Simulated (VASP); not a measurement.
# Ir (Fm-3m) in VASP: a series of runs, part 2 of 4

VASP 6.6.1. Earlier steps stand in the parts before.

## Step 3: Relaxation of cell and atoms, PBE

INCAR

```
PREC     = Accurate       # precision mode
ENCUT    = 300            # plane-wave cutoff, eV
EDIFF    = 1E-6           # SCF threshold, eV
ISMEAR   = 1              # smearing method
SIGMA    = 0.1            # smearing width, eV
LREAL    = F              # projectors in reciprocal space
LASPH    = T              # aspherical terms in the spheres
NELM     = 80             # most SCF steps
ALGO     = Normal         # electronic algorithm
ISIF     = 3              # what is computed and relaxed
LWAVE    = F              # write WAVECAR
LCHARG   = F              # write CHGCAR
GGA      = PE             # functional
IBRION   = 2              # ionic algorithm
NSW      = 90             # ionic steps
EDIFFG   = -0.01          # ionic threshold
```

KPOINTS

```
regular mesh
0
Gamma
  8 8 8
```

POSCAR

```
Ir
1.0
    0.0000000000      1.9156000000      1.9156000000
    1.9156000000      0.0000000000      1.9156000000
    1.9156000000      1.9156000000      0.0000000000
Ir
1
Direct
    0.0000000000      0.0000000000      0.0000000000
```

Potentials or basis: VASP PAW PBE potentials, release 64 (Ir).

Started as:

```
> cat potpaw_PBE.64/Ir/POTCAR > POTCAR
> mpirun -np 1 vasp_std > vasp.out
```

OUTCAR:

```text
PREC = Accurate
   ENCUT = 300
   EDIFF = 1E-6
   ISMEAR = 1
   LREAL = F
   LASPH = T
   NELM = 80
   ISIF = 3
   GGA = PE
   IBRION = 2
   NSW = 90
   EDIFFG = -0.01

 ion  position               nearest neighbor table
   1  0.000  0.000  0.000-

  LATTYP: Found a face centered cubic cell.
 ALAT       =     3.8312000000

  Lattice vectors:

 A1 = (   0.0000000000,   1.9156000000,   1.9156000000)
 A2 = (   1.9156000000,   0.0000000000,   1.9156000000)
 A3 = (   1.9156000000,   1.9156000000,   0.0000000000)

Analysis of symmetry for initial positions (statically):
=====================================================================
 Subroutine PRICEL returns:
 Original cell was already a primitive cell.

 Routine SETGRP: Setting up the symmetry group for a
 face centered cubic supercell.

 Subroutine GETGRP returns: Found 48 space group operations
 (whereof 48 operations were pure point group operations)
 out of a pool of 48 trial point group operations.

The static configuration has the point symmetry O_h .

Analysis of symmetry for dynamics (positions and initial velocities):
[... 165 lines left out ...]
  --------------------------------------------------------------------------------------
  -------------------------------------------------------------------------------------
  Total        1.1121191      1.1121191      1.1121191      0.0000000     -0.0000000     -0.0000000
  in kB      126.7410829    126.7410829    126.7410829      0.0000000     -0.0000000     -0.0000000
  external PRESSURE =     126.7410829 kB  Pullay stress =       0.0000000 kB
[... 57 lines left out ...]
--------------------------------------- Ionic step        3  -------------------------------------------

 number of electron       9.0000005 magnetization

 E-fermi :   9.9753     XC(G=0): -13.8177

 val. band max:        9.9260359083   @ k =  -0.3750   0.1250   0.0000
 cond. band min:       9.9892945331   @ k =  -0.3750   0.2500   0.0000
 fundamental gap:      0.0632586248
 Fermi energy:         9.9752547368

 k-point     1 :       0.0000    0.0000    0.0000
  band No.  band energies     occupation
      1      -0.9002      2.00000
      2       6.1982      2.00000
      3       6.1982      2.00000
      4       6.1983      2.00000
      5       8.7792      2.00000
      6       8.7792      2.00000
      7      24.2740      0.00000
      8      29.7141      0.00000
[... 287 lines left out ...]
--------------------------------------- Ionic step        4  -------------------------------------------

 number of electron       9.0000005 magnetization

 Free energy of the ion-electron system (eV)
  ---------------------------------------------------
  ext. energy  EPLUGINS =         0.00000000
  ---------------------------------------------------
  free energy    TOTEN  =        -8.77497456 eV

  energy without entropy =       -8.77558718  energy(sigma->0) =       -8.77517877

 E-fermi :  10.0048     XC(G=0): -13.8280

 val. band max:        9.9556044532   @ k =  -0.3750   0.1250   0.0000
 cond. band min:      10.0190502497   @ k =  -0.3750   0.2500   0.0000
 fundamental gap:      0.0634457966
 Fermi energy:        10.0048393526

 k-point     1 :       0.0000    0.0000    0.0000
  band No.  band energies     occupation
      1      -0.8894      2.00000
      2       6.2177      2.00000
      3       6.2177      2.00000
      4       6.2177      2.00000
      5       8.8058      2.00000
      6       8.8058      2.00000
      7      24.3001      0.00000
      8      29.7506      0.00000
[... 281 lines left out ...]
  FREE ENERGIE OF THE ION-ELECTRON SYSTEM (eV)
  ---------------------------------------------------
  free  energy   TOTEN  =        -8.7749745638 eV

  energy  without entropy=       -8.7755871834  energy(sigma->0) =       -8.77517877

 reached required accuracy - stopping structural energy minimisation
```

OSZICAR:

```text
N       E                     dE             d eps       ncg     rms          rms(c)
DAV:   1     0.180567676883E+02    0.18057E+02   -0.31685E+03   560   0.630E+02
DAV:   2    -0.897148157932E+01   -0.27028E+02   -0.24770E+02   464   0.151E+02
DAV:   3    -0.930286423826E+01   -0.33138E+00   -0.33109E+00   704   0.212E+01
DAV:   4    -0.930387681732E+01   -0.10126E-02   -0.10124E-02   544   0.736E-01
[... 26 lines left out ...]
       N       E                     dE             d eps       ncg     rms          rms(c)
DAV:   1    -0.877512350220E+01   -0.20760E-03   -0.56851E-03   472   0.121E+00    0.107E-01
DAV:   2    -0.877498756490E+01    0.13594E-03   -0.35739E-04   496   0.255E-01    0.385E-02
DAV:   3    -0.877497383752E+01    0.13727E-04   -0.66275E-05   536   0.101E-01    0.136E-02
DAV:   4    -0.877497456376E+01   -0.72624E-06   -0.15806E-06   464   0.129E-02
   4 F= -.87749746E+01 E0= -.87751788E+01  d E =-.180531E-01
```

It took 6.7 s on 1 thread of Intel Xeon Platinum 8488C (Sapphire Rapids), shared host; peak memory 0.11 GiB.

Results:

```
Free energy                            : -8.7750 eV
Relaxed volume                         : 14.53 Å³/atom
Relaxed cell                           : a = 2.739 Å, b = 2.739 Å, c = 2.739 Å, α = 60.00°, β = 60.00°, γ = 60.00°
Space group after relaxing (to 0.05 Å) : Fm-3m (No. 225)
Energy gained by relaxing              : 18.1 meV/atom
Ionic steps                            : 4
Pressure after relaxing                : -0.1 GPa
Band gap on the k mesh                 : none (metal or under the smearing width)
```

The path:
```tsv
step	energy change (eV)	largest force (eV/Å)	pressure (GPa)	volume (Å³)
1	0.0000	0.0000	12.67	14.06
2	0.1944	0.0000	-31.18	16.45
3	-0.0180	0.0000	-0.64	14.56
4	-0.0181	0.0000	-0.07	14.53
```

Final structure:
```
Ir
1.0
     0.00000    1.93699    1.93699
     1.93699    0.00000    1.93699
     1.93699    1.93699    0.00000
Ir
1
Direct
  0.00000 0.00000 0.00000
```

The run has no spin-orbit coupling, so splittings on Ir are missing. Zero-point motion and thermal expansion aren't in these numbers.

## Step 4: Relaxation of cell and atoms, PBE

This run uses another cell than the first one, of 14.53 Å³/atom, 1.034 times its volume.

INCAR: that of step 3 with these lines changed.

```diff
@@ -2,3 +2,3 @@
 ENCUT    = 300            # plane-wave cutoff, eV
-EDIFF    = 1E-6           # SCF threshold, eV
+EDIFF    = 1E-7           # SCF threshold, eV
 ISMEAR   = 1              # smearing method
@@ -15,2 +15,2 @@
 NSW      = 90             # ionic steps
-EDIFFG   = -0.01          # ionic threshold
+EDIFFG   = -0.005         # ionic threshold
```

KPOINTS is that of step 3.

POSCAR

```
Ir                                      
1.0
   -0.0000000000      1.9369875976      1.9369875976
    1.9369875976     -0.0000000000      1.9369875976
    1.9369875976      1.9369875976      0.0000000000
  Ir            
     1
Direct
     0.0000000000000000    0.0000000000000000    0.0000000000000000
```

Potentials or basis: VASP PAW PBE potentials, release 64 (Ir).

Started as:

```
> cat potpaw_PBE.64/Ir/POTCAR > POTCAR
> mpirun -np 1 vasp_std > vasp.out
```

OUTCAR:

```text
PREC = Accurate
   ENCUT = 300
   EDIFF = 1E-7
   ISMEAR = 1
   LREAL = F
   LASPH = T
   NELM = 80
   ISIF = 3
   GGA = PE
   IBRION = 2
   NSW = 90
   EDIFFG = -0.005

 ion  position               nearest neighbor table
   1  0.000  0.000  0.000-

  LATTYP: Found a face centered cubic cell.
 ALAT       =     3.8739751952

  Lattice vectors:

 A1 = (   0.0000000000,   1.9369875976,   1.9369875976)
 A2 = (   1.9369875976,   0.0000000000,   1.9369875976)
[... 448 lines left out ...]

------------------------ aborting loop because EDIFF is reached ----------------------------------------

  FORCE on cell =-STRESS in cart. coord.  units (eV):
  Direction    XX          YY          ZZ          XY          YZ          ZX
  --------------------------------------------------------------------------------------
  -------------------------------------------------------------------------------------
  Total       -0.0034482     -0.0034482     -0.0034482     -0.0000000     -0.0000000      0.0000000
  in kB       -0.3800909     -0.3800909     -0.3800909     -0.0000000     -0.0000000      0.0000000
  external PRESSURE =      -0.3800909 kB  Pullay stress =       0.0000000 kB

 VOLUME and BASIS-vectors are now :
 -----------------------------------------------------------------------------
  energy-cutoff  :      300.00
  volume of cell :       14.53
      direct lattice vectors                 reciprocal lattice vectors
     0.000000000  1.936987598  1.936987598    -0.258132783  0.258132783  0.258132783
     1.936987598  0.000000000  1.936987598     0.258132783 -0.258132783  0.258132783
     1.936987598  1.936987598  0.000000000     0.258132783  0.258132783 -0.258132783

 POSITION                                       TOTAL-FORCE (eV/Angst)
 -----------------------------------------------------------------------------------
      0.00000      0.00000      0.00000         0.000000      0.000000      0.000000
 -----------------------------------------------------------------------------------
    total drift:                                0.000000      0.000000     -0.000000

  FREE ENERGIE OF THE ION-ELECTRON SYSTEM (eV)
  ---------------------------------------------------
  free  energy   TOTEN  =        -8.7776322482 eV

  energy  without entropy=       -8.7782320587  energy(sigma->0) =       -8.77783219

 reached required accuracy - stopping structural energy minimisation
```

It took 4.1 s on 1 thread of Intel Xeon Platinum 8488C (Sapphire Rapids), shared host; peak memory 0.11 GiB.

Results:

| Quantity | Value |
| --- | --- |
| Free energy | -8.7776 eV |
| Pressure after relaxing | 0.0 GPa |
| Band gap on the k mesh | none (metal or under the smearing width) |

Final structure:
```
Ir
1.0
     0.00000    1.93699    1.93699
     1.93699    0.00000    1.93699
     1.93699    1.93699    0.00000
Ir
1
Direct
  0.00000 0.00000 0.00000
```

Caveat: the relaxation stopped at its first step, so nothing moved. The run has no spin-orbit coupling, so splittings on Ir are missing.

[end of part 2 of 4]
